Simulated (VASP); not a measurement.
# BaTiO3 (Pm-3m) in VASP: a series of runs, part 2 of 2

VASP 6.6.1. The steps go on from the part before.

### Step 4. Single point, PBE

INCAR reads:

```
PREC = Normal
ENCUT = 520
EDIFF = 1E-7
ISMEAR = 0
SIGMA = 0.05
LREAL = False
LASPH = True
NELM = 100
ALGO = Normal
ISIF = 2
LWAVE = False
LCHARG = False
GGA = PE
ADDGRID = False
```

KPOINTS reads:

```
Automatic mesh
0
Gamma
  7 7 7
```

POSCAR reads:

```
BaTiO3
1.0
    4.0060000000      0.0000000000      0.0000000000
    0.0000000000      4.0060000000      0.0000000000
    0.0000000000      0.0000000000      4.0060000000
Ba Ti O
1 1 3
Direct
    0.4701120000      0.5031600000      0.5056990000
   -0.0202070000      0.0016430000     -0.0204470000
   -0.0270160000     -0.0188640000      0.5097340000
   -0.0003670000      0.4971430000     -0.0056670000
    0.4958670000     -0.0087980000      0.0064420000
```

Potentials or basis: VASP PAW PBE potentials, release 64 (Ba_sv, Ti_sv, O).

On the command line:

```
> cat potpaw_PBE.64/Ba_sv/POTCAR potpaw_PBE.64/Ti_sv/POTCAR potpaw_PBE.64/O/POTCAR > POTCAR
> mpirun -np 1 vasp_std > vasp.out
```

OUTCAR:

```text
PREC = Normal
   ENCUT = 520
   EDIFF = 1E-7
   ISMEAR = 0
   LREAL = False
   LASPH = True
   NELM = 100
   ISIF = 2
   GGA = PE

 Found    172 irreducible k-points:

 Following reciprocal coordinates:
            Coordinates               Weight
  0.000000  0.000000  0.000000      1.000000
  0.142857  0.000000  0.000000      2.000000
  0.000000  0.142857  0.000000      2.000000
  0.000000  0.000000  0.142857      2.000000
  0.285714  0.000000  0.000000      2.000000
  0.000000  0.285714  0.000000      2.000000
   k-points           NKPTS =    172   k-points in BZ     NKDIM =    172   number of bands    NBANDS=     24
   number of dos      NEDOS =    301   number of ions     NIONS =      5
   total plane-waves  NPLWV =  13824
   dimension x,y,z NGX =    24 NGY =   24 NGZ =   24
   dimension x,y,z NGXF=    48 NGYF=   48 NGZF=   48
   ions per type =               1   1   3
   NGX,Y,Z   is equivalent  to a cutoff of   9.96,  9.96,  9.96 a.u.
   NGXF,Y,Z  is equivalent  to a cutoff of  19.92, 19.92, 19.92 a.u.
 SYSTEM =  unknown system
   PREC   = normal    normal or accurate (medium, high low for compatibility)
   ISTART =      0    job   : 0-new  1-cont  2-samecut
   ICHARG =      2    charge: 1-file 2-atom 10-const
   ISPIN  =      1    spin polarized calculation?
   LNONCOLLINEAR =      F non collinear calculations
   LSORBIT =      F    spin-orbit coupling
   LASPH  =      T    aspherical Exc in radial PAW
   ENCUT  =  520.0 eV  38.22 Ry    6.18 a.u.   7.45  7.45  7.45*2*pi/ulx,y,z
   NELM   =    100;   NELMIN=  2; NELMDL= -5     # of ELM steps
   EDIFF  = 0.1E-06   stopping-criterion for ELM
   LREAL  =      F    real-space projection
   EDIFFG = 0.1E-05   stopping-criterion for IOM
   NSW    =      0    number of steps for IOM
   IBRION =     -1    ionic relax: 0-MD 1-quasi-New 2-CG
   NFREE  =      0    steps in history (QN), initial steepest desc. (CG)
   ISIF   =      2    stress and relaxation
   ISYM   =      2    0-nonsym 1-usesym 2-fastsym
   POTIM  = 0.5000    time-step for ionic-motion
   TEBEG  =    0.0;   TEEND  =   0.0 temperature during run
   PSTRESS=    0.0 pullay stress
   NELECT =      40.0000    total number of electrons
   NUPDOWN=      -1.0000    fix difference up-down
   EMIN   =  10.00;   EMAX   =-10.00  energy-range for DOS
   EFERMI =   0.00;   METHOD = LEGACY
   ISMEAR =     0;   SIGMA  =   0.05  broadening in eV -4-tet -1-fermi 0-gaus
   EFERMI_NEDOS =   21; number of points for ismear=-14 and -15
   IALGO  =     38    algorithm
   IMIX   =      4    mixing-type and parameters
     AMIX     =   0.40;   BMIX     =  1.00
     AMIX_MAG =   1.60;   BMIX_MAG =  1.00
  volume/ion in A,a.u.               =      12.86        86.77
  Fermi-wavevector in a.u.,A,eV,Ry     =   1.397603  2.641087 26.576187  1.953295
  Thomas-Fermi vector in A             =   2.520843
   LORBIT       =      0    0 simple, 1 ext, 2 COOP (PROOUT), +10 PAW based schemes
   GGA     = PE    functional components
   LHFCALC =     F    Hartree Fock is set to
   AEXX    =    0.0000 exact exchange contribution
   IVDW    =     0    specifies the selected vdW correction
   LEPSILON=     F    determine dielectric tensor
   LRPA    =     F    only Hartree local field effects (RPA)
 non-spin polarized calculation
 Gauss-broadening in eV      SIGMA  =   0.05
  energy-cutoff  :      520.00
  volume of cell :       64.29
 maximum number of plane-waves:      1759
   NGX = 15   NGY = 15   NGZ = 15

 number of electron      39.9999996 magnetization

 Free energy of the ion-electron system (eV)
  ---------------------------------------------------
  ext. energy  EPLUGINS =         0.00000000
  ---------------------------------------------------
  free energy    TOTEN  =       -39.92652642 eV

  energy without entropy =      -39.92652642  energy(sigma->0) =      -39.92652642

 E-fermi :   4.0296     XC(G=0): -11.2372

 val. band max:        3.7417448181   @ k =  -0.4286  -0.4286   0.4286
 cond. band min:       5.7254319819   @ k =   0.0000   0.0000   0.0000
 fundamental gap:      1.9836871639
 Fermi energy:         4.0295621296

 k-point     1 :       0.0000    0.0000    0.0000
  band No.  band energies     occupation
      1     -52.7322      2.00000
      2     -28.9796      2.00000
      3     -28.9515      2.00000
      4     -28.9436      2.00000
      5     -21.0134      2.00000
      6     -13.0800      2.00000
[... 16 lines left out ...]
     23       5.8887      0.00000
     24       7.8484      0.00000

 k-point     2 :       0.1429    0.0000    0.0000
  band No.  band energies     occupation
      1     -52.7320      2.00000
      2     -28.9793      2.00000
      3     -28.9613      2.00000
      4     -28.9432      2.00000
      5     -20.9915      2.00000
      6     -13.0987      2.00000
[... 16 lines left out ...]
     23       6.1538      0.00000
     24       7.9066      0.00000

 k-point     3 :       0.0000    0.1429    0.0000
  band No.  band energies     occupation
      1     -52.7320      2.00000
      2     -28.9792      2.00000
      3     -28.9535      2.00000
      4     -28.9511      2.00000
      5     -20.9916      2.00000
      6     -13.0983      2.00000
[... 16 lines left out ...]
     23       6.1577      0.00000
     24       7.9348      0.00000

 k-point     4 :       0.0000    0.0000    0.1429
  band No.  band energies     occupation
      1     -52.7320      2.00000
      2     -28.9895      2.00000
      3     -28.9512      2.00000
      4     -28.9432      2.00000
      5     -20.9915      2.00000
      6     -13.0811      2.00000
[... 16 lines left out ...]
     23       6.2098      0.00000
     24       7.8506      0.00000

 k-point     5 :       0.2857    0.0000    0.0000
  band No.  band energies     occupation
      1     -52.7316      2.00000
      2     -28.9836      2.00000
      3     -28.9780      2.00000
      4     -28.9424      2.00000
      5     -20.9415      2.00000
      6     -13.1963      2.00000
[... 16 lines left out ...]
     23       6.8269      0.00000
     24       7.9074      0.00000

 k-point     6 :       0.0000    0.2857    0.0000
  band No.  band energies     occupation
      1     -52.7316      2.00000
      2     -28.9784      2.00000
      3     -28.9754      2.00000
      4     -28.9503      2.00000
      5     -20.9419      2.00000
      6     -13.1940      2.00000
[... 16 lines left out ...]
     23       6.8135      0.00000
     24       7.9328      0.00000

 [... further k-points ...]
[... 5 lines left out ...]
  --------------------------------------------------------------------------------------
  -------------------------------------------------------------------------------------
  Total        1.8268538      1.5787106      2.4218281     -0.0870421     -0.1125501     -0.1474203
  in kB       45.5283121     39.3441597     60.3560849     -2.1692378     -2.8049403     -3.6739651
  external PRESSURE =      48.4095189 kB  Pullay stress =       0.0000000 kB

 VOLUME and BASIS-vectors are now :
 -----------------------------------------------------------------------------
  energy-cutoff  :      520.00
  volume of cell :       64.29
      direct lattice vectors                 reciprocal lattice vectors
     4.006000000  0.000000000  0.000000000     0.249625562  0.000000000  0.000000000
     0.000000000  4.006000000  0.000000000     0.000000000  0.249625562  0.000000000
     0.000000000  0.000000000  4.006000000     0.000000000  0.000000000  0.249625562

 POSITION                                       TOTAL-FORCE (eV/Angst)
 -----------------------------------------------------------------------------------
      1.88327      2.01566      2.02583         0.392073     -0.186644     -0.390928
      3.92505      0.00658      3.92409        -0.375386      0.022722      0.102881
      3.89777      3.93043      2.04199         0.350611      0.404284      0.045812
      4.00453      1.99155      3.98330        -0.182104     -0.445965      0.243761
      1.98644      3.97076      0.02581        -0.185193      0.205602     -0.001526
 -----------------------------------------------------------------------------------
    total drift:                               -0.000673     -0.000040      0.000708

  FREE ENERGIE OF THE ION-ELECTRON SYSTEM (eV)
  ---------------------------------------------------
  free  energy   TOTEN  =       -39.9265264166 eV

  energy  without entropy=      -39.9265264166  energy(sigma->0) =      -39.92652642
```

OSZICAR:

```text
N       E                     dE             d eps       ncg     rms          rms(c)
DAV:   1     0.450514646400E+03    0.45051E+03   -0.20411E+04  8256   0.179E+03
DAV:   2    -0.334694993499E+01   -0.45386E+03   -0.44610E+03 10256   0.481E+02
DAV:   3    -0.489095947689E+02   -0.45563E+02   -0.44745E+02 10312   0.148E+02
DAV:   4    -0.507684008511E+02   -0.18588E+01   -0.18577E+01 12288   0.294E+01
DAV:   5    -0.508177299793E+02   -0.49329E-01   -0.49325E-01 11216   0.410E+00    0.232E+01
DAV:   6    -0.400528064309E+02    0.10765E+02   -0.75211E+01 13200   0.785E+01    0.101E+01
DAV:   7    -0.400863840942E+02   -0.33578E-01   -0.12528E+01 10544   0.262E+01    0.659E+00
DAV:   8    -0.399095039095E+02    0.17688E+00   -0.94769E-01 11288   0.950E+00    0.296E+00
DAV:   9    -0.399415166586E+02   -0.32013E-01   -0.28294E-01 11208   0.420E+00    0.124E+00
DAV:  10    -0.399273454694E+02    0.14171E-01   -0.10052E-01 10872   0.340E+00    0.390E-01
DAV:  11    -0.399265494596E+02    0.79601E-03   -0.66644E-03 11648   0.607E-01    0.677E-02
DAV:  12    -0.399265485864E+02    0.87320E-06   -0.28501E-04 10392   0.126E-01    0.368E-02
DAV:  13    -0.399265232403E+02    0.25346E-04   -0.24947E-04 10624   0.174E-01    0.972E-03
DAV:  14    -0.399265264907E+02   -0.32503E-05   -0.24174E-05 11968   0.356E-02    0.659E-03
DAV:  15    -0.399265267678E+02   -0.27708E-06   -0.45490E-06 11016   0.161E-02    0.677E-03
DAV:  16    -0.399265264538E+02    0.31396E-06   -0.19591E-06 10680   0.132E-02    0.141E-03
DAV:  17    -0.399265264166E+02    0.37192E-07   -0.20130E-07  6840   0.455E-03
   1 F= -.39926526E+02 E0= -.39926526E+02  d E =-.118824E-17
```

It took 78 s on 1 thread of Intel Xeon Platinum 8559C (Emerald Rapids), shared host; peak memory 0.35 GiB.

These settings aren't checked as converged: the numbers below hold their error.

What came out:

```
Free energy            : -39.9265 eV
Pressure               : 4.8 GPa
Largest force          : 0.584 eV/Å
Band gap on the k mesh : 1.98 eV, indirect (least direct gap 2.19 eV)
```

Caveat: spin-orbit coupling is left out, which moves the levels of the heavy elements; an odd mesh through Γ misses points on the zone boundary, where band edges often lie.

### Step 5. Single point, PBE

Changes to INCAR since step 4:

```diff
@@ -1,4 +1,4 @@
-PREC = Normal
+PREC = Accurate
 ENCUT = 520
-EDIFF = 1E-7
+EDIFF = 1E-5
 ISMEAR = 0
```

KPOINTS is that of step 4.

POSCAR is that of step 4.

On the command line:

```
> cat potpaw_PBE.64/Ba_sv/POTCAR potpaw_PBE.64/Ti_sv/POTCAR potpaw_PBE.64/O/POTCAR > POTCAR
> mpirun -np 1 vasp_std > vasp.out
```

Run time: 2.1 min. Hardware: 1 thread of Intel Xeon Platinum 8559C (Emerald Rapids), shared host; peak memory 0.37 GiB.

The run converged, but some of its settings lie outside the range that counts as converged, so its numbers aren't taken as properties of the crystal.

What came out:

```
Free energy            : -39.9265 eV
Pressure               : 4.9 GPa
Largest force          : 0.584 eV/Å
Band gap on the k mesh : 1.98 eV, indirect (least direct gap 2.19 eV)
```

Caveat: spin-orbit coupling is left out, which moves the levels of the heavy elements; an odd mesh through Γ misses points on the zone boundary, where band edges often lie.

### Step 6. Relaxation of cell and atoms, LDA

INCAR reads:

```
PREC     = Accurate       # precision mode
ENCUT    = 600            # plane-wave cutoff, eV
EDIFF    = 1E-6           # SCF threshold, eV
ISMEAR   = 0              # smearing method
SIGMA    = 0.02           # smearing width, eV
LREAL    = False          # projectors in reciprocal space
LASPH    = True           # aspherical terms in the spheres
NELM     = 60             # most SCF steps
ALGO     = Normal         # electronic algorithm
ISIF     = 3              # what is computed and relaxed
LWAVE    = False          # write WAVECAR
LCHARG   = False          # write CHGCAR
IBRION   = 2              # ionic algorithm
NSW      = 40             # ionic steps
EDIFFG   = -0.005         # ionic threshold
KPAR     = 2
```

KPOINTS reads:

```
Automatic mesh
0
Gamma
  6 6 6
```

POSCAR reads:

```
BaTiO3
1.0
    4.0060000000      0.0000000000      0.0000000000
    0.0000000000      4.0060000000      0.0000000000
    0.0000000000      0.0000000000      4.0060000000
Ba Ti O
1 1 3
Direct
    0.5000000000      0.5000000000      0.5000000000
    0.0000000000      0.0000000000      0.0000000000
    0.0000000000      0.0000000000      0.5000000000
    0.0000000000      0.5000000000      0.0000000000
    0.5000000000      0.0000000000      0.0000000000
```

Potentials or basis: VASP PAW LDA potentials, release 64 (Ba_sv, Ti_sv, O).

On the command line:

```
> cat potpaw_LDA.64/Ba_sv/POTCAR potpaw_LDA.64/Ti_sv/POTCAR potpaw_LDA.64/O/POTCAR > POTCAR
> mpirun -np 2 vasp_std > vasp.out
```

It took 26 s on 2 MPI ranks of AMD EPYC 9R45 (Zen 5), shared host; peak memory 0.17 GiB.

The run converged. Its results:

* Free energy: -44.1683 eV
* Relaxed volume: 12.33 Å³/atom
* Relaxed cell: a = 3.950 Å, b = 3.950 Å, c = 3.950 Å, α = 90.00°, β = 90.00°, γ = 90.00°
* Space group after relaxing (to 0.05 Å): Pm-3m (No. 221)
* Energy gained by relaxing: 12.9 meV/atom
* Ionic steps: 3
* Pressure after relaxing: -0.1 GPa
* Band gap on the k mesh: 1.73 eV, indirect (least direct gap 1.83 eV)

The path:
```
step  energy change (eV)  largest force (eV/Å)  pressure (GPa)  volume (Å³)
   1              0.0000                0.0000           -7.46        64.29
   2              0.0154                0.0000            9.78        58.88
   3             -0.0647                0.0000           -0.06        61.64
```

Final structure:
```xyz
5
Lattice="3.9502 0.0000 0.0000 0.0000 3.9502 0.0000 0.0000 0.0000 3.9502" Properties=species:S:1:pos:R:3 pbc="T T T"
Ba    1.9751    1.9751    1.9751
Ti    0.0000    0.0000    0.0000
O     0.0000    0.0000    1.9751
O     0.0000    1.9751    0.0000
O     1.9751    0.0000    0.0000
```

Levels at points of the mesh, in eV from the valence-band top:
```tsv
k point	band 17	band 18	band 19	band 20	band 21	band 22	band 23	band 24
(0.00, 0.00, 0.00)	-1.18	-0.10	-0.10	-0.10	1.73	1.73	1.73	4.21
(0.50, 0.00, 0.00)	-1.91	-1.91	-0.72	-0.72	1.91	3.66	3.66	4.23
(0.50, 0.50, 0.00)	-1.71	-0.84	-0.84	-0.10	3.67	3.67	4.09	5.13
(0.50, 0.50, 0.50)	-2.39	0.00	0.00	0.00	4.39	4.39	4.39	6.84
```

Caveat: spin-orbit coupling is left out, which moves the levels of the heavy elements.
